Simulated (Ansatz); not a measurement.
**Two-dimensional strain map in ZnO**

Computed with DFT PBEsol, scalar-relativistic, plane waves, PAW (Ansatz). The runs took a 420 eV cutoff, a Γ-centred 9×9×4 mesh and Gaussian smearing (0.05 eV). No spin polarisation. Energies are free energies at this smearing, counted from the undisturbed cell; pressure is positive in compression.

The starting cell (as given, not relaxed at this level; it stands at -4.5 GPa; this form isn't the usual structure):

```
Zn O
1.0
     3.28797    0.00000    0.00000
    -1.64398    2.84746    0.00000
     0.00000    0.00000    7.13044
Zn O
2 2
Direct
  0.00000 0.00000 0.75000
  0.00000 0.00000 0.25000
  0.33333 0.66667 0.25000
  0.66667 0.33333 0.75000
```

The cell holds layers and no dispersion correction was added, so their binding is poorly described.

The cell is strained by p along both x and y and by q along z, fractional coordinates fixed. Points are written (p, q).

Energy above the undisturbed cell in meV/atom (a dash: not computed):

| p \ q | -0.030 | -0.015 | 0.000 | 0.015 | 0.030 |
| --- | --- | --- | --- | --- | --- |
| -0.030 | -2.8 | ? | -0.6 | 0.5 | 1.6 |
| -0.015 | -12.9 | – | -10.6 | – | -8.3 |
| 0.000 | -2.5 | ? | 0.0 | 1.2 | 2.4 |
| 0.015 | 25.6 | – | 28.2 | – | 30.7 |
| 0.030 | ? | 70.0 | ? | 72.7 | 74.0 |

(1) Fill in the withheld energies.

## Answers

(1) (-0.030, -0.015): -1.7; (0.000, -0.015): -1.2; (0.030, -0.030): 68.6; (0.030, 0.000): 71.4.